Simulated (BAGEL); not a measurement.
# CHF3 (trifluoromethane): a chain of runs

We compute a single-point energy (HF/6-31G*), then a single-point energy (NEVPT2(2,2)/6-31G*), then a single-point energy (CASPT2(2,2)/6-31G*) of CHF3 (trifluoromethane). 

Program for the calculation: BAGEL 1.2.2.

1 further run of the same task is left out (set aside as unsound or not needed).

## (1) The structure to begin with

CHF3: 5 atoms, total charge 0, spin state singlet. SMILES: `FC(F)F`. The C2–F3 distance was set to 3.728 Å, away from the relaxed value. At this shape a bond of the SMILES string is far longer than usual.

Bond lengths: F1–C2 1.331 Å, C2–F4 1.331 Å, C2–H5 1.093 Å. Angles: F1–C2–F4 108.5°, F1–C2–H5 110.4°, F4–C2–H5 110.4°.

## (2) A single-point energy at HF/6-31G(d) (density fitting with svp-jkfit, spherical functions) (run 1)

Input file job.json:

```json
{ "bagel" : [

{
  "title" : "molecule",
  "basis" : "6-31gs.json",
  "df_basis" : "svp-jkfit",
  "angstrom" : false,
  "geometry" : [
    { "atom" : "F", "xyz" : [ -4.75984216,  2.20068056,  2.59821279 ] },
    { "atom" : "C", "xyz" : [ -3.45942713,  2.93022823,  0.57172719 ] },
    { "atom" : "F", "xyz" : [  1.97920466, -1.46221338, -0.29757517 ] },
    { "atom" : "F", "xyz" : [ -4.95622250,  2.75741277, -1.44317439 ] },
    { "atom" : "H", "xyz" : [ -2.78882002,  4.86880377,  0.80614772 ] }
  ]
},
{
  "title" : "hf"
},
{
  "title" : "print",
  "file" : "orbitals.molden",
  "orbitals" : true
}

]}
```

The basis set 6-31G* is read from a file made from the Basis Set Exchange's data (not shown).

Started as:

```sh
$ BAGEL_NUM_THREADS=1 BAGEL job.json > job.out
```

Log:

```text
* using 1 threads per process

  ===============================================================
  ===============================================================

  *** Geometry ***

  { "atom" : "F", "xyz" : [     -4.759842,      2.200681,      2.598213 ] },
  { "atom" : "C", "xyz" : [     -3.459427,      2.930228,      0.571727 ] },
  { "atom" : "F", "xyz" : [      1.979205,     -1.462213,     -0.297575 ] },
  { "atom" : "F", "xyz" : [     -4.956222,      2.757413,     -1.443174 ] },
  { "atom" : "H", "xyz" : [     -2.788820,      4.868804,      0.806148 ] },

  Number of auxiliary basis functions:      324

  Since a DF basis is specified, we compute 2- and 3-index integrals:
    o Being stored without compression. Storage requirement is 0.009 GB

  Number of basis functions:       58
  Number of electrons      :       34

    * METHOD: MOLECULE                             0.05

  *** RHF ***

  === Nuclear Repulsion ===
    98.9878664583

      * DIIS with orbital gradients will be used.

  === RHF iteration (6-31gs.json) ===
      0       -335.98645315          0.03745556           0.01
      1       -335.07387756          0.05238607           0.01
      2       -336.27266756          0.01614424           0.01
      3       -336.33848131          0.00946633           0.01
      4       -336.36727457          0.00330845           0.01
      5       -336.38495467          0.00185930           0.01
      6       -336.39351811          0.00204369           0.01
      7       -336.39649487          0.00255540           0.01
      8       -336.39605517          0.00249029           0.01
      9       -336.39611579          0.00259122           0.01
     10       -336.39597504          0.00246191           0.01
     11       -336.39809904          0.00080023           0.01
     12       -336.39860765          0.00073445           0.01
     13       -336.39880457          0.00022621           0.01
     14       -336.39882166          0.00001317           0.01
     15       -336.39882176          0.00000566           0.01
     16       -336.39882177          0.00000324           0.01
     17       -336.39882178          0.00000054           0.01
     18       -336.39882178          0.00000039           0.01
     19       -336.39882178          0.00000025           0.01
     20       -336.39882178          0.00000022           0.01
     21       -336.39882178          0.00000016           0.01
     22       -336.39882178          0.00000014           0.01
     23       -336.39882178          0.00000005           0.01
     24       -336.39882178          0.00000001           0.01
     25       -336.39882178          0.00000001           0.01
    * SCF iteration converged.

    * Permanent dipole moment:
           (    2.777293,    -2.939434,    -0.539865) a.u.

    * METHOD: HF                                   0.24

    * METHOD: PRINT                                0.00

  ===============================================================
```

Wall time 0.44 s (1 thread of AMD EPYC 9R45 (Zen 5), shared host); peak memory 0.15 GiB.

## (3) A single-point energy at NEVPT2(2,2)/6-31G(d) (density fitting with svp-jkfit, spherical functions) (run 2)

Input file calc.json:

```json
{ "bagel" : [

{
  "title" : "molecule",
  "basis" : "6-31gs.json",
  "df_basis" : "svp-jkfit",
  "geometry" : [
    { "atom" : "F", "xyz" : [ -4.75984216,  2.20068056,  2.59821279 ] },
    { "atom" : "C", "xyz" : [ -3.45942713,  2.93022823,  0.57172719 ] },
    { "atom" : "F", "xyz" : [  1.97920466, -1.46221338, -0.29757517 ] },
    { "atom" : "F", "xyz" : [ -4.95622250,  2.75741277, -1.44317439 ] },
    { "atom" : "H", "xyz" : [ -2.78882002,  4.86880377,  0.80614772 ] }
  ]
},
{ "title" : "hf" },
{ "title" : "casscf", "nstate" : 1, "nact" : 2, "nclosed" : 16, "active" : [17, 18], "maxiter" : 200, "natocc" : true },
{ "title" : "nevpt2", "nstate" : 1, "nact" : 2, "nclosed" : 16, "active" : [17, 18], "maxiter" : 200, "natocc" : true, "ncore" : 4 },
{ "title" : "print", "file" : "orbitals.molden", "orbitals" : true }

]}
```

The basis set 6-31G* is read from a file made from the Basis Set Exchange's data (not shown).

Started as:

```sh
$ BAGEL_NUM_THREADS=1 BAGEL calc.json > calc.out
```

Log:

```text
* using 1 threads per process

  ===============================================================
  ===============================================================

  *** Geometry ***

  { "atom" : "F", "xyz" : [     -4.759842,      2.200681,      2.598213 ] },
  { "atom" : "C", "xyz" : [     -3.459427,      2.930228,      0.571727 ] },
  { "atom" : "F", "xyz" : [      1.979205,     -1.462213,     -0.297575 ] },
  { "atom" : "F", "xyz" : [     -4.956222,      2.757413,     -1.443174 ] },
  { "atom" : "H", "xyz" : [     -2.788820,      4.868804,      0.806148 ] },

  Number of auxiliary basis functions:      324

  Since a DF basis is specified, we compute 2- and 3-index integrals:
    o Being stored without compression. Storage requirement is 0.009 GB

  Number of basis functions:       58
  Number of electrons      :       34

    * METHOD: MOLECULE                             0.05

  *** RHF ***

  === Nuclear Repulsion ===
    98.9878664583

      * DIIS with orbital gradients will be used.

  === RHF iteration (6-31gs.json) ===
      0       -335.98645315          0.03745556           0.01
      1       -335.07387756          0.05238607           0.01
      2       -336.27266756          0.01614424           0.01
      3       -336.33848131          0.00946633           0.01
      4       -336.36727457          0.00330845           0.01
      5       -336.38495467          0.00185930           0.01
[... 18 lines of this table left out ...]
     24       -336.39882178          0.00000001           0.01
     25       -336.39882178          0.00000001           0.01
    * SCF iteration converged.

    * Permanent dipole moment:
           (    2.777293,    -2.939434,    -0.539865) a.u.

    * METHOD: HF                                   0.24

  ---------------------------
      CASSCF calculation
  ---------------------------

    ==== Active orbitals : =====
         Orbital 17
         Orbital 18
    ============================

    * nstate   :      1
    * nclosed  :     16
    * nact     :      2
    * nvirt    :     40
  === CASSCF iteration (6-31gs.json) ===

    * Using the second-order algorithm

      0  0      -336.55535903     3.55e-02      0.00

      1  0      -336.61555303     1.24e-03      0.05

      2  0      -336.61579361     6.47e-04      0.05

[... 51 lines of this table left out ...]

     29  0      -336.61586369     8.64e-09      0.04

    * Second-order optimization converged. *

     guess   0:   closed 1.                   open ..

  === FCI iteration ===

      0  0      -336.31063038     1.71e-01      0.00
      1  0      -336.57880811     6.39e-02      0.00
      2  0 *    -336.61586369     4.17e-16      0.00

     * ci vector, state   0, <S^2> = 0.0000
       2.     0.7174274670
       .2    -0.6966332102

    * METHOD: CASSCF                               1.38

    * freezing 4 orbitals

  === DF-NEVPT2 calculation ===

    * 3-index integral transformation done
    * assembly done

      NEVPT2 correlation energy:   -0.5695833818      0.04

          (+0)     -0.4699153001
          (+0)'    -0.0117816135
          (+1)     -0.0294577097
          (+1)'    -0.0000000000
          (+2)     -0.0000032313
          (-1)     -0.0584181741
          (-1)'     0.0000000000
          (-2)     -0.0000073531

      NEVPT2 total energy:       -337.1854470689

    * METHOD: NEVPT2                               0.06

    * METHOD: PRINT                                0.00

  ===============================================================
```

Wall time 1.9 s (1 thread of AMD EPYC 9R45 (Zen 5), shared host); peak memory 0.15 GiB.

## (4) The energy at CASPT2(2,2)/6-31G(d) (density fitting with svp-jkfit, spherical functions) (run 3)

Input file caspt2.json:

```json
{ "bagel": [

{
  "title": "molecule",
  "basis": "6-31gs.json",
  "df_basis": "svp-jkfit",
  "angstrom": "false",
  "geometry": [
    { "atom": "F", "xyz": [ -4.75984216,  2.20068056,  2.59821279 ] },
    { "atom": "C", "xyz": [ -3.45942713,  2.93022823,  0.57172719 ] },
    { "atom": "F", "xyz": [  1.97920466, -1.46221338, -0.29757517 ] },
    { "atom": "F", "xyz": [ -4.95622250,  2.75741277, -1.44317439 ] },
    { "atom": "H", "xyz": [ -2.78882002,  4.86880377,  0.80614772 ] }
  ]
},
{
  "title": "hf"
},
{
  "title": "casscf",
  "nstate": 1,
  "nact": 2,
  "nclosed": 16,
  "active": [17, 18],
  "maxiter": 200,
  "natocc": "true"
},
{
  "title": "print",
  "file": "orbitals.molden",
  "orbitals": "true"
},
{
  "title": "smith",
  "method": "caspt2",
  "ms": "true",
  "xms": "true",
  "sssr": "true",
  "shift": 0.2,
  "shift_imag": "true",
  "ncore": 4
}

]}
```

The basis set 6-31G* is read from a file made from the Basis Set Exchange's data (not shown).

Started as:

```sh
$ BAGEL_NUM_THREADS=1 BAGEL caspt2.json > caspt2.out
```

Log:

```text
* using 1 threads per process

  ===============================================================
  ===============================================================

  *** Geometry ***

  { "atom" : "F", "xyz" : [     -4.759842,      2.200681,      2.598213 ] },
  { "atom" : "C", "xyz" : [     -3.459427,      2.930228,      0.571727 ] },
  { "atom" : "F", "xyz" : [      1.979205,     -1.462213,     -0.297575 ] },
  { "atom" : "F", "xyz" : [     -4.956222,      2.757413,     -1.443174 ] },
  { "atom" : "H", "xyz" : [     -2.788820,      4.868804,      0.806148 ] },

  Number of auxiliary basis functions:      324

  Since a DF basis is specified, we compute 2- and 3-index integrals:
    o Being stored without compression. Storage requirement is 0.009 GB

  Number of basis functions:       58
  Number of electrons      :       34

    * METHOD: MOLECULE                             0.05

  *** RHF ***

  === Nuclear Repulsion ===
    98.9878664583

      * DIIS with orbital gradients will be used.

[... 6 lines left out ...]
    * SCF iteration converged.
[... 1 line left out ...]
    * Permanent dipole moment:
[... 27 lines left out ...]
    * Second-order optimization converged. *
[... 9 lines left out ...]
     * ci vector, state   0, <S^2> = 0.0000
[... 16 lines left out ...]
    * Zeroth order energy : state  0       -0.5005276703

    * CASPT2 iteration is performed using orthogonal basis

      -------------------------------------------  CASPT2 iteration  ---------------------------------------------------
       #      aibj      arbs      arbi      airj      risj      airs      arst      rist         Etot      error   time
      ------------------------------------------------------------------------------------------------------------------

       0  -0.46907  -0.00001  -0.06431  -0.03302  -0.00001  -0.01163   0.00000   0.00000   -0.5780459  0.0007028   0.02
       1  -0.46908  -0.00001  -0.06436  -0.03304  -0.00001  -0.01169  -0.00000   0.00000   -0.5781816  0.0000666   0.02
       2  -0.46908  -0.00001  -0.06436  -0.03304  -0.00001  -0.01169  -0.00000  -0.00000   -0.5781828  0.0000065   0.02
       3  -0.46908  -0.00001  -0.06436  -0.03304  -0.00001  -0.01169  -0.00000  -0.00000   -0.5781829  0.0000007   0.02

      ------------------------------------------------------------------------------------------------------------------

    * CASPT2 energy : state  0     -337.1955840980
        w/o shift correction       -337.1940465554
        reference weight              0.8774325227

    * METHOD: SMITH                                0.12

  ===============================================================
```

Wall time 2 s (1 thread of AMD EPYC 9R45 (Zen 5), shared host); peak memory 0.15 GiB.

## (5) Summary of results

```
                               quantity          value
         run 1, HF/6-31G*: total energy  -336.39882 Eh
        run 1, HF/6-31G*: dipole moment        10.37 D
          run 1, HF/6-31G*: HOMO energy       -8.58 eV
          run 1, HF/6-31G*: LUMO energy       -3.87 eV
        run 1, HF/6-31G*: HOMO–LUMO gap        4.71 eV
run 2, NEVPT2(2,2)/6-31G*: total energy  -337.18545 Eh
run 3, CASPT2(2,2)/6-31G*: total energy  -337.19558 Eh
```

One bond (run 1, HF/6-31G*) is far stretched, which a spin-restricted single reference describes badly; a broken-symmetry solution may lie lower.
